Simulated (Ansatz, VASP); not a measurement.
## SiC (SiC(110)): VASP beside Ansatz

Wanted: the spread between two codes on one cell, functional and k mesh. The structure shown is the end of the VASP relaxation below.

Method: plane waves, with VASP 6.6.1 beside it; single point at PBE and band structure at PBE, in Ansatz 0.2.0.

## Step 1: The structure

The cell holds 18 atoms: 9 Si and 9 C. Its edges and angles: a = 3.035 Å, b = 4.292 Å, c = 28.465 Å, α = 90.0°, β = 90.0°, γ = 90.0°. It derives from SiC. As first built, before any earlier steps moved the atoms (in the runner's words): 9 layers, strained by -2 % in the plane. Vacuum lies along c.

## Step 2: VASP: relaxation, PBE

This run makes the geometry at which the two programs are then compared.

Lines of VASP's logs that name or quote its potential files are left out, and so is its time.

File INCAR:

```
SYSTEM = SiC
PREC = Normal
ENCUT = 440
EDIFF = 1E-05
NELM = 120
ISMEAR = 0
SIGMA = 0.03
LREAL = Auto
ALGO = Fast
GGA = PE
NBANDS = 54
LORBIT = 11
LWAVE = .FALSE.
LCHARG = .FALSE.
KPAR = 4
IBRION = 2
NSW = 60
ISIF = 2
EDIFFG = -0.03
POTIM = 0.4
MAXMIX = 40
IDIPOL = 3
LDIPOL = .TRUE.
DIPOL = 0.5 0.5 0.5
```

File POSCAR:

```
SiC
1.0
    3.0348030816      0.0000000000      0.0000000000
    0.0000000000      4.2918596772      0.0000000000
    0.0000000000      0.0000000000     28.4645926536
Si C
9 9
Direct
    0.0000000000      0.0000000000      0.2810509200
    0.5000000000      0.5000000000      0.3357881900
    0.0000000000      0.0000000000      0.3905254600
    0.5000000000      0.5000000000      0.4452627300
    0.0000000000      0.0000000000      0.5000000000
    0.5000000000      0.5000000000      0.5547372700
    0.0000000000      0.0000000000      0.6094745400
    0.5000000000      0.5000000000      0.6642118100
    0.0000000000      0.0000000000      0.7189490800
    0.0000000000      0.7500000000      0.3357881900
    0.5000000000      0.2500000000      0.2810509200
    0.0000000000      0.7500000000      0.4452627300
    0.5000000000      0.2500000000      0.3905254600
    0.0000000000      0.7500000000      0.5547372700
    0.5000000000      0.2500000000      0.5000000000
    0.0000000000      0.7500000000      0.6642118100
    0.5000000000      0.2500000000      0.6094745400
    0.5000000000      0.2500000000      0.7189490800
```

File KPOINTS:

```
Automatic mesh
0
Gamma
8 6 1
0 0 0
```

Potentials, in the order of the species: Si and C (PBE family, release 64).

Command:

```
$ mpirun -np 4 vasp_std
```

Numbers of over 12 decimals in the logs are rounded to 6 here.

Log:

```text
[banner, memory and clock lines left out]
running    4 mpi-ranks, on    1 nodes
 distrk:  each k-point on    1 cores,    4 groups
 distr:  one band on    1 cores,    1 groups

 POSCAR found type information on POSCAR SiC
 POSCAR found :  2 types and      18 ions
 LDA part: xc-table for (Slater+PW92), standard interpolation
 POSCAR, INCAR and KPOINTS ok, starting setup
 FFT: planning ... GRIDC
 FFT: planning ... GRID_SOFT
 FFT: planning ... GRID
 WAVECAR not read
 entering main loop
       N       E                     dE             d eps       ncg     rms          rms(c)
DAV:   1     0.342363415997E+03    0.34236E+03   -0.27471E+04  2176   0.975E+02
DAV:   2    -0.100984158094E+03   -0.44335E+03   -0.42248E+03  2886   0.223E+02
DAV:   3    -0.146431563428E+03   -0.45447E+02   -0.44789E+02  2696   0.691E+01
DAV:   4    -0.148544544026E+03   -0.21130E+01   -0.21065E+01  3080   0.166E+01
DAV:   5    -0.148619848526E+03   -0.75305E-01   -0.75253E-01  2968   0.285E+00    0.270E+01
RMM:   6    -0.129297532883E+03    0.19322E+02   -0.46044E+01  2178   0.188E+01    0.118E+01
RMM:   7    -0.129463870412E+03   -0.16634E+00   -0.15045E+01  2183   0.120E+01    0.557E+00
RMM:   8    -0.129267640070E+03    0.19623E+00   -0.95821E-01  2198   0.393E+00    0.205E+00
RMM:   9    -0.129235592819E+03    0.32047E-01   -0.26782E-01  2268   0.186E+00    0.407E-01
RMM:  10    -0.129236772025E+03   -0.11792E-02   -0.69003E-02  2520   0.845E-01    0.255E-01
RMM:  11    -0.129238090559E+03   -0.13185E-02   -0.11425E-02  2351   0.379E-01    0.151E-01
RMM:  12    -0.129238385132E+03   -0.29457E-03   -0.22330E-03  2340   0.163E-01    0.645E-02
RMM:  13    -0.129238981374E+03   -0.59624E-03   -0.12422E-03  2196   0.111E-01    0.481E-02
RMM:  14    -0.129239421261E+03   -0.43989E-03   -0.82432E-04  2234   0.760E-02    0.222E-02
RMM:  15    -0.129239781306E+03   -0.36005E-03   -0.19118E-04  2067   0.414E-02    0.126E-02
RMM:  16    -0.129239863853E+03   -0.82547E-04   -0.78293E-05  1791   0.238E-02    0.724E-03
RMM:  17    -0.129239958670E+03   -0.94817E-04   -0.43174E-05  1596   0.154E-02    0.500E-03
RMM:  18    -0.129239988457E+03   -0.29786E-04   -0.10534E-05  1480   0.931E-03    0.400E-03
RMM:  19    -0.129240041173E+03   -0.52716E-04   -0.60268E-06  1456   0.588E-03    0.196E-03
RMM:  20    -0.129240088671E+03   -0.47498E-04   -0.41736E-06  1393   0.472E-03    0.952E-04
RMM:  21    -0.129240111567E+03   -0.22896E-04   -0.17729E-06   925   0.308E-03    0.826E-04
RMM:  22    -0.129240115900E+03   -0.43329E-05   -0.55988E-07   813   0.240E-03
   1 F= -.12924012E+03 E0= -.12924012E+03  d E =-.129240E+03
[... from here on, the cycles between the ionic steps are left out ...]
   2 F= -.12997514E+03 E0= -.12997514E+03  d E =-.735024E+00
   3 F= -.13006906E+03 E0= -.13006906E+03  d E =-.828946E+00
   9 F= -.13033265E+03 E0= -.13033265E+03  d E =-.919032E-02
  10 F= -.13033664E+03 E0= -.13033664E+03  d E =-.398259E-02
  11 F= -.13033699E+03 E0= -.13033699E+03  d E =-.433790E-02
  12 F= -.13034029E+03 E0= -.13034029E+03  d E =-.329786E-02
  13 F= -.13034133E+03 E0= -.13034133E+03  d E =-.433426E-02
  14 F= -.13034347E+03 E0= -.13034347E+03  d E =-.214852E-02
  15 F= -.13034348E+03 E0= -.13034348E+03  d E =-.215466E-02
  16 F= -.13034385E+03 E0= -.13034385E+03  d E =-.370426E-03
  17 F= -.13034386E+03 E0= -.13034386E+03  d E =-.376254E-03
  18 F= -.13034411E+03 E0= -.13034411E+03  d E =-.252346E-03
  19 F= -.13034412E+03 E0= -.13034412E+03  d E =-.262401E-03
 curvature:  -1.15 expect dE=-0.309E-03 dE for cont linesearch -0.103E-06
 trial: gam= 0.69758 g(F)=  0.267E-03 g(S)=  0.000E+00 ort =-0.699E-05 (trialstep = 0.128E+01)
 search vector abs. value=  0.524E-03
 bond charge predicted
       N       E                     dE             d eps       ncg     rms          rms(c)
DAV:   1    -0.130344295954E+03   -0.17608E-03   -0.35815E-02  2268   0.789E-01    0.465E-02
RMM:   2    -0.130344204783E+03    0.91172E-04   -0.60374E-04  2189   0.979E-02    0.249E-02
RMM:   3    -0.130344290735E+03   -0.85952E-04   -0.12371E-04  2244   0.433E-02    0.185E-02
RMM:   4    -0.130344319858E+03   -0.29123E-04   -0.30875E-05  1636   0.206E-02    0.904E-03
RMM:   5    -0.130344314839E+03    0.50197E-05   -0.59454E-06  1427   0.976E-03
  20 F= -.13034431E+03 E0= -.13034431E+03  d E =-.196199E-03
 trial-energy change:   -0.000196  1 .order   -0.000199   -0.000336   -0.000062
 step:   1.5668(harm=  1.5668)  dis= 0.00214  next Energy=  -130.344324 (dE=-0.206E-03)
 reached required accuracy - stopping structural energy minimisation
```

Parts of OUTCAR (step 2):

```text
ion  position               nearest neighbor table
   1  0.000  0.000  0.281-  11 1.86  11 1.86  10 1.89   2 3.06   2 3.06   2 3.06   2 3.06   3 3.12

  LATTYP: Found a simple orthorhombic cell.
 ALAT       =     3.0348030816
 B/A-ratio  =     1.4142135624
 C/A-ratio  =     9.3793870272

 Subroutine GETGRP returns: Found  4 space group operations
 (whereof  4 operations were pure point group operations)

The static configuration has the point symmetry C_2v.

 Found     20 irreducible k-points:

   k-points           NKPTS =     20   k-points in BZ     NKDIM =     20   number of bands    NBANDS=     54

   dimension x,y,z NGX =    16 NGY =   24 NGZ =  150
   dimension x,y,z NGXF=    32 NGYF=   48 NGZF=  300

   ENCUT  =  440.0 eV  32.34 Ry    5.69 a.u.   5.19  7.34 48.68*2*pi/ulx,y,z

   NELECT =      72.0000    total number of electrons

 k-points in reciprocal lattice and weights: Automatic mesh
   0.00000000  0.00000000  0.00000000       0.021
   0.12500000  0.00000000  0.00000000       0.042
   0.25000000  0.00000000  0.00000000       0.042
   0.37500000  0.00000000  0.00000000       0.042
   0.50000000  0.00000000  0.00000000       0.021
   0.00000000  0.16666667  0.00000000       0.042
   0.12500000  0.16666667  0.00000000       0.083
   0.25000000  0.16666667  0.00000000       0.083
   0.37500000  0.16666667  0.00000000       0.083
[...]
0.37500000  0.50000000  0.00000000       0.042
   0.50000000  0.50000000  0.00000000       0.021

 dipolmoment           0.000000      0.000000      0.000000 electrons x Angstroem

 average (electrostatic) potential at core
       1 -87.6469       2 -87.3930       3 -87.4968       4 -87.3780       5 -87.4176
       6 -87.3780       7 -87.4968       8 -87.3930       9 -87.6469      10 -51.9772
      11 -51.4607      12 -51.8563      13 -51.7647      14 -51.8563      15 -51.8061
      16 -51.9772      17 -51.7647      18 -51.4607

 E-fermi :   1.6546

 k-point     1 :       0.0000    0.0000    0.0000
  band No.  band energies     occupation
    ...
     32       0.6868      2.00000
     33       0.9714      2.00000
     34       1.0574      2.00000
     35       1.1114      2.00000
     36       1.1943      2.00000
     37       2.7537      0.00000
     38       3.5064      0.00000
     39       4.3216      0.00000
     40       4.4859      0.00000
     41       4.5099      0.00000
    ...

 k-point     2 :       0.1250    0.0000    0.0000
  band No.  band energies     occupation
    ...
     32       0.1087      2.00000
     33       0.2531      2.00000
     34       0.2778      2.00000
     35       0.9904      2.00000
     36       1.0028      2.00000
     37       3.4320      0.00000
     38       4.1543      0.00000
     39       4.4880      0.00000
     40       4.8361      0.00000
     41       5.3399      0.00000
    ...

 k-point     3 :       0.2500    0.0000    0.0000
  band No.  band energies     occupation
    ...
     32      -0.7796      2.00000
     33      -0.4721      2.00000
     34       0.0332      2.00000
     35       0.6989      2.00000
     36       0.8167      2.00000
     37       3.7383      0.00000
     38       3.9063      0.00000
     39       4.6677      0.00000
     40       4.7062      0.00000
     41       5.0202      0.00000
    ...

  Total       15.7633449      9.7048085     -0.8338531      0.0000000      0.0000000      0.0000000
  in kB       68.1205203     41.9388528     -3.6034552      0.0000000      0.0000000      0.0000000
  external PRESSURE =      35.4853060 kB  Pullay stress =       0.0000000 kB

  energy-cutoff  :      440.00
  volume of cell :      370.75
      direct lattice vectors                 reciprocal lattice vectors
     3.034803082  0.000000000  0.000000000     0.329510671  0.000000000  0.000000000
     0.000000000  4.291859677  0.000000000     0.000000000  0.232999230  0.000000000
     0.000000000  0.000000000 28.464592654     0.000000000  0.000000000  0.035131365

 POSITION                                       TOTAL-FORCE (eV/Angst)
 -----------------------------------------------------------------------------------
      0.00000      0.18538      8.22897        -0.000000     -0.004023      0.000040
      1.51740      2.11472      9.49574        -0.000000      0.002328      0.008459
      3.03480      4.27131     11.12493        -0.000000     -0.020703      0.002985
      1.51740      2.11240     12.66789         0.000000      0.004467     -0.011725
      0.00000      4.26294     14.23230        -0.000000      0.013504     -0.000000
      1.51740      2.11240     15.79670         0.000000      0.004467      0.011725
      0.00000      4.27131     17.33966        -0.000000     -0.020703     -0.002985
      1.51740      2.11472     18.96885        -0.000000      0.002328     -0.008459
      0.00000      0.18538     20.23562        -0.000000     -0.004023     -0.000040
      0.00000      3.18209      9.54344         0.000000      0.006178     -0.002396
      1.51740      1.05836      7.96102        -0.000000     -0.007494      0.025533
      0.00000      3.19964     12.67279        -0.000000      0.002364      0.007265
      1.51740      1.06632     11.10325        -0.000000      0.006321      0.006465
      3.03480      3.19964     15.79181        -0.000000      0.002364     -0.007265
      1.51740      1.05630     14.23230        -0.000000      0.007619     -0.000000
      0.00000      3.18209     18.92115        -0.000000      0.006178      0.002396
      1.51740      1.06632     17.36134        -0.000000      0.006321     -0.006465
      1.51740      1.05836     20.50357         0.000000     -0.007494     -0.025533
 -----------------------------------------------------------------------------------
    total drift:                                0.000000      0.006703     -0.000006

  FREE ENERGIE OF THE ION-ELECTRON SYSTEM (eV)
  ---------------------------------------------------
  free  energy   TOTEN  =      -130.3443148386 eV

  energy  without entropy=     -130.3443148386  energy(sigma->0) =     -130.34431484

 reached required accuracy - stopping structural energy minimisation

 vacuum level on the upper side and lower side of the slab         6.814         6.814

 total charge
# of ion       s       p       d       tot
------------------------------------------
    1        0.757   0.949   0.000   1.706
    2        0.704   0.971   0.000   1.675
    3        0.710   0.976   0.000   1.686
    4        0.710   0.986   0.000   1.695
    5        0.709   0.984   0.000   1.693
    6        0.710   0.986   0.000   1.695
    7        0.710   0.976   0.000   1.686
    8        0.704   0.971   0.000   1.675
    9        0.757   0.949   0.000   1.706
   10        0.851   1.720   0.000   2.571
   11        0.871   1.648   0.000   2.519
   12        0.842   1.725   0.000   2.567
   13        0.843   1.715   0.000   2.558
   14        0.842   1.725   0.000   2.567
   15        0.842   1.726   0.000   2.568
   16        0.851   1.720   0.000   2.571
   17        0.843   1.715   0.000   2.558
   18        0.871   1.648   0.000   2.519
--------------------------------------------------
tot         14.125  24.091   0.000  38.216

[... 3 further parts left out ...]
```

CONTCAR:

```
SiC
   1.00000000000000
     3.0348030815999998    0.0000000000000000    0.0000000000000000
     0.0000000000000000    4.2918596771999997    0.0000000000000000
     0.0000000000000000    0.0000000000000000   28.4645926536000005
  Si              C
     9     9
Direct
     0.0000000000000000    0.0431933806726439    0.2890950999294145
     0.5000000000000000    0.4927285462597976    0.3335982563241109
     1.0000000000000000    0.9952130013138412    0.3908339657647321
     0.5000000000000000    0.4921885629987311    0.4450404201494683
     0.0000000000000000    0.9932618208504014    0.5000000000000000
     0.5000000000000000    0.4921885629987311    0.5549595798505317
     0.0000000000000000    0.9952130013138412    0.6091660342352679
     0.5000000000000000    0.4927285462597976    0.6664017436758890
     0.0000000000000000    0.0431933806726439    0.7109049000705853
     0.0000000000000000    0.7414246111405423    0.3352741804086922
     0.5000000000000000    0.2465965818905105    0.2796815305822265
     0.0000000000000000    0.7455135638259786    0.4452123097324106
     0.5000000000000000    0.2484517351270879    0.3900723474848365
     1.0000000000000000    0.7455135638259786    0.5547876902675895
     0.5000000000000000    0.2461182126913328    0.5000000000000000
     0.0000000000000000    0.7414246111405423    0.6647258195913076
     0.5000000000000000    0.2484517351270879    0.6099276525151637
     0.5000000000000000    0.2465965818905105    0.7203184694177736
```

The gap is read on the k-mesh alone, so it is an upper bound where the band edges lie off the mesh. The run keeps the 4 symmetry operations of its start, so it cannot find a distortion of lower symmetry.

[end of part 1 of 3]

[Lines on the potential files, build, host, timing and source positions are cut from VASP's logs without a mark.]

[Logs are printed without paths, hosts, clocks, repeated set-up lines and the standing remarks that a program may print on its own settings, such as how far it seeks lower states.]

[Hosts, paths, dates, database ids (printed as entryN), source tags and the programs' standing remarks are cut or masked in the printed files.]
